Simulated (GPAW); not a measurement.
Runs of GPAW 26.7.0 on CdTe. The structure is cubic, space group F-43m (No. 216). Conventional cell: a = 6.410 Å, b = 6.410 Å, c = 6.410 Å, α = 90.00°, β = 90.00°, γ = 90.00°. Te (site symmetry -43m) has 4 Cd at 2.78 Å as nearest neighbours. Cd (site symmetry -43m) is surrounded by 4 Te at 2.78 Å. 

| task | level | potentials or basis | spin | cell | k mesh | cutoff (eV) | eigensolver | maxiter | band path | band points | spin axis theta (degrees) | mesh quality | gap on the mesh (eV) | pressure (GPa) | V0 of scaled cells (Å³/atom) | B0 (GPa) |
| --- | --- | --- | --- | --- | --- | --- | --- | --- | --- | --- | --- | --- | --- | --- | --- | --- |
| equation of state | BLYP+D3(BJ) | PAW data sets generated in the run's folder for this functional, pw | off | as given | 6 × 6 × 6 | 600 | davidson | 150 | - | - | - | not flagged | - | - | (c) | 40 |
| band structure | PBEsol | PAW data sets generated in the run's folder for this functional, pw | SOC, no magnetisation | as given | 5 × 5 × 5 | 600 | - | 150 | GXWKGLUWLK,UX | 60 | 0 | not flagged | 0.43 | (a) | - | - |
| equation of state | OLYP+D3(BJ) | PAW data sets generated in the run's folder for this functional, pw | off | as given | 6 × 6 × 6 | 600 | davidson | 150 | - | - | - | not flagged | - | - | (b) | 42 |
| band structure | BLYP | PAW data sets generated in the run's folder for this functional, pw | off | as given | 7 × 7 × 7 | 600 | davidson | 150 | GXWKGLUWLK,UX | 80 | - | not flagged | 0.78 | 6.5 | - | - |
| band structure | revPBE | the program's PAW data sets (release 1.2.1) made for this functional, pw | off | as given | 7 × 7 × 7 | 600 | - | 150 | GXWKGLUWLK,UX | 100 | - | not flagged | 0.98 | 5.1 | - | - |
| single point | HSE06 | GPAW PAW data sets (gpaw-data 1.2.1), pw | off | as given | 3 × 3 × 3 | 450 | - | 60 | - | - | - | coarse | 1.68 | - | - | - |
| relaxation of cell and atoms | RPBE | the program's PAW data sets (release 1.2.1) made for this functional, pw | off | relaxed | 7 × 7 × 7 | 600 | - | 150 | - | - | - | not flagged | 0.62 | -0.1 | - | - |

Alike in all rows: smearing fermi-dirac 0.05 eV.

Q: Estimate the missing entries.

A: (a) 1.3; (b) 32.67; (c) 34.22.

Caveats: some runs use coarse meshes; spin-orbit coupling is left out, which moves the levels of the heavy elements (some runs); spin-orbit coupling was added after a scalar SCF, so levels and gaps hold it while energy, forces, pressure and moments don't (some runs); this program's spin-orbit splittings come out too wide for heavy elements (some runs); exact exchange converges slowly with the k mesh, and this mesh is small (some runs); the PAW data sets were made with another functional, which shifts forces and pressure a little (some runs); later steps reuse the first step's grids (some runs); the volume moved by +14 % from the deposited cell, more than functionals usually miss (some runs).

A k mesh can miss the band edges, and rows without SOC leave out spin-orbit coupling on Cd, Te.

Runs at the PBE level aren't shown here.
